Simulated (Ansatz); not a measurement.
Response of LiH to small distortions

```xyz
2
Lattice="0.0000 2.0035 2.0035 2.0035 0.0000 2.0035 2.0035 2.0035 0.0000" Properties=species:S:1:pos:R:3 pbc="T T T"
Li    0.0000    0.0000    0.0000
H     2.0035    2.0035    2.0035
```

Atoms are numbered in the order listed.

The structure comes from a relaxation in the same program, started in the rocksalt type, and has space group Fm-3m. Whether it is a known phase or the ground state wasn't checked.

The calculation used DFT, PBE, all-electron PAW with datasets made for the crystal, scalar-relativistic (Ansatz 0.2.0).

Sampling and basis: a Γ-centred 14×14×14 k mesh, Fermi–Dirac smearing of 0.08 eV, cutoff 200 eV (chosen by the program for this cell), no spin polarisation.

The unchanged cell is at -0.02 GPa.

Semilocal functionals give too small gaps.

x, y and z are the Cartesian axes of the cell as listed; fractional coordinates follow a strain, and an engineering shear is twice the off-diagonal strain component.

Vzz stands for the principal value of largest size of the field-gradient tensor, whatever its axis.

(1) With this change (xy engineering shear strain of -1 %), what becomes of the energy and stress and field gradients and gap?

With z strained by -3 % at fixed volume: energy change +3 meV/atom; stress change (xx, yy, zz, yz, xz, xy) -0.98, -0.98, 2.35, 0.00, 0.00, 0.00 GPa, compression positive; Vzz in 10²¹ V/m²: Li1 0 → -0.04 (η = 0.00), H2 0 → 0.08 (η = 0.00); gap on the k mesh 2.98 → 2.56 eV.

(2) With this change (atom 2 (H) moved by (0.0289, 0.0289, 0.0289) Å), what becomes of the energy and stress and forces and field gradients and gap?

(3) What force constant does this one finite step give for H2 along its displacement (all its periodic images move with it)?

## Answers

(1) Energy change under 1 meV/atom; stress change (xx, yy, zz, yz, xz, xy) 0.00, 0.00, 0.00, 0.00, 0.00, 0.49 GPa, compression positive; Vzz in 10²¹ V/m²: Li1 0 → 0 (under 0.004), H2 0 → 0.00 (η = 0.98); gap on the k mesh 2.98 → 2.98 eV.

(2) Energy change under 1 meV/atom; stress change (xx, yy, zz, yz, xz, xy) 0.04, 0.04, 0.04, -0.01, -0.01, -0.01 GPa, compression positive; change of the force on H2 (-0.032, -0.032, -0.032) eV/Å; Vzz in 10²¹ V/m²: Li1 0 → 0 (under 0.004), H2 0 → 0 (under 0.004); gap on the k mesh 2.98 → 3.00 eV.

(3) k = −ΔF·u/|u|² = 1.10 eV/Å², so the force pulls the atom back.
